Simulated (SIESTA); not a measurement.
Runs of SIESTA 5.4.2 on Si2Mo. It takes space group I4/mmm (No. 139, tetragonal). The conventional cell has a = 3.200 Å, b = 3.200 Å, c = 7.861 Å, α = 90.00°, β = 90.00°, γ = 90.00°. Mo (site symmetry 4/mmm) has 10 Si at 2.62 Å as nearest neighbours. Around Si (site symmetry 4mm) lie 5 Si at 2.61 to 2.63 Å and 5 Mo at 2.62 Å. 

| potentials or basis | gap on the mesh (eV) | pressure (GPa) | largest force (eV/Å) |
| --- | --- | --- | --- |
| PseudoDojo 0.5 standard (PBE files), DZP (energy shift 0.003 Ry; two zetas on semicore shells) | none | 3.7 | 0.27 |
| SPMS 1.0 (PBE files) or PseudoDojo by element, DZP (energy shift 0.003 Ry; two zetas on semicore shells) | none | 3.4 | 0.27 |
| PseudoDojo 0.4 standard (PBE files), DZP (energy shift 0.003 Ry; two zetas on semicore shells) | none | 3.7 | 0.27 |
| Ansatz NC with PseudoDojo 0.4 standard (PBE files), DZP (energy shift 0.003 Ry; two zetas on semicore shells) | none | 3.7 | 0.27 |
| PseudoDojo 0.4 stringent (PBE files), DZP (energy shift 0.003 Ry; two zetas on semicore shells) | none | 3.7 | 0.27 |
| SG15 1.2 (PBE files) or PseudoDojo by element, DZP (energy shift 0.003 Ry; two zetas on semicore shells) | none | (a) | 0.27 |

Alike in all rows: task single point; level PBE; no spin polarisation; cell as given; k mesh 8 × 8 × 8; smearing fermi-dirac 0.05 eV; grid cutoff 800 Ry; energy shift 0.003 Ry.

Q: Fill in the values left out.

A: (a) 3.9.

Caveats: the basis of atomic orbitals isn't converged, which shifts pressures, moduli and gaps; short orbitals over semicore shells can move pressures by several GPa (some runs).

A k mesh can miss the band edges, and the runs leave out spin-orbit coupling on Mo.

A gap of «none» marks a metal or a gap under the smearing width.
